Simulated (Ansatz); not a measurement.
Run this with Ansatz 0.2.0 through its Python package and show what comes out.

`nai_soc.py`:
```python
# -*- coding: utf-8 -*-
import ansatz as az

FUNCTIONAL = "pbesol"
VDW = "d3bjatm"
CUTOFF = 470
MESH = (3, 3, 2)
FILLING = "fixed"

crystal = (
    az.Lattice.orthorhombic(4.62221, 4.2697, 7.79838)
    .space_group(51, hermann_mauguin="Pmma")
    .atom("Na", [0.25, 0.5, 0.27503])
    .atom("I", [0.25, 0.0, 0.74243])
)

setup = (
    crystal.calculation()
    .functional(FUNCTIONAL, dispersion=VDW)
    .basis(CUTOFF, density_ratio=6)
    .accuracy("low")
    .kpoints(*MESH, shift=0.5)
    .occupations(FILLING)
    .scf(lower_state_search="light")
    .band_table()
)
for label, variant in (("scalar-relativistic", setup), ("spin-orbit", setup.spin(soc=True))):
    summary = variant.run(threads=1).report
    zero = summary["band_edges_ev"][0] if summary.get("band_edges_ev") else summary["fermi_energy_ev"]
    near = [round(e - zero, 3) for e in summary["eigenvalues_ev"][0] if abs(e - zero) < 2]
    print(label)
    print("  band edges (eV):", [round(e, 3) for e in summary.get("band_edges_ev") or []] or "none reported")
    print("  levels at k =", summary["kpoints_frac"][0], "within 2 eV of the zero:", near)
```

```console
$ python nai_soc.py
scalar-relativistic
  band edges (eV): [2.177, 6.23]
  levels at k = [0.16666666666666666, 0.16666666666666666, 0.25] within 2 eV of the zero: [-1.527, -1.129, -0.981, -0.831, -0.664, -0.194]
spin-orbit
  band edges (eV): [2.289, 6.226]
  levels at k = [0.16666666666666666, 0.16666666666666666, 0.25] within 2 eV of the zero: [-1.913, -1.913, -1.578, -1.578, -1.094, -1.094, -0.792, -0.792, -0.61, -0.61, -0.166, -0.166]
```

Reading the output:
- These settings explore the input space; cutoff and mesh may be short of convergence.
- This mesh misses the zone centre, where many direct gaps lie, so the gap can be several times too large.
- This cell is a computed structure, which may not be the phase found in nature.
- Levels are Kohn-Sham eigenvalues on this mesh.
- With spin-orbit coupling each level holds one electron and, with inversion or at time-reversal points, comes in pairs; a window in energy can cut a split set.
- Run time: 12 s on 1 thread of Arm Neoverse V1, with other jobs on the host, peak memory 0.73 GiB.
